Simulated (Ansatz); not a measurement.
Zone-centre modes in SiNi3

Level of theory: DFT PBEsol, scalar-relativistic, plane waves, PAW (Ansatz 0.2.0). The runs took a 420 eV cutoff, a Γ-centred 14×14×8 mesh and Gaussian smearing (0.15 eV). No spin polarisation. A magnetic state may lie lower.

The undisturbed cell (relaxed at this level; it needn't be the usual structure):

```xyz
8
Lattice="3.4612 0.0000 0.0000 0.0000 3.4612 0.0000 0.0000 0.0000 6.9225" Properties=species:S:1:pos:R:3 pbc="T T T"
Si    0.0000    0.0000    3.4612
Si    0.0000    0.0000    0.0000
Ni    0.0000    1.7306    1.7306
Ni    0.0000    1.7306    5.1919
Ni    1.7306    0.0000    1.7306
Ni    1.7306    0.0000    5.1919
Ni    1.7306    1.7306    0.0000
Ni    1.7306    1.7306    3.4612
```

Harmonic modes by finite displacements of 0.02 Å, without the LO–TO term. The cell doubles the primitive one, so its zone centre also holds the primitive cell's point q = (0, 0, 1/2).

Problem. At this geometry, is the structure stable against these modes?

Solution. Yes: no mode is imaginary beyond 10 cm⁻¹, and only the three translations lie near zero.

Problem. List the wavenumbers in cm⁻¹.

Solution. 0, 0, 0, 149, 149, 183, 183, 204, 208, 208, 208, 231, 239, 239, 239, 266, 281, 281, 303, 303, 334, 337, 337, 337.

Cost: 1 run of about 9.5 core-minutes, on Intel Xeon Platinum 8488C (Sapphire Rapids) (shared hosts).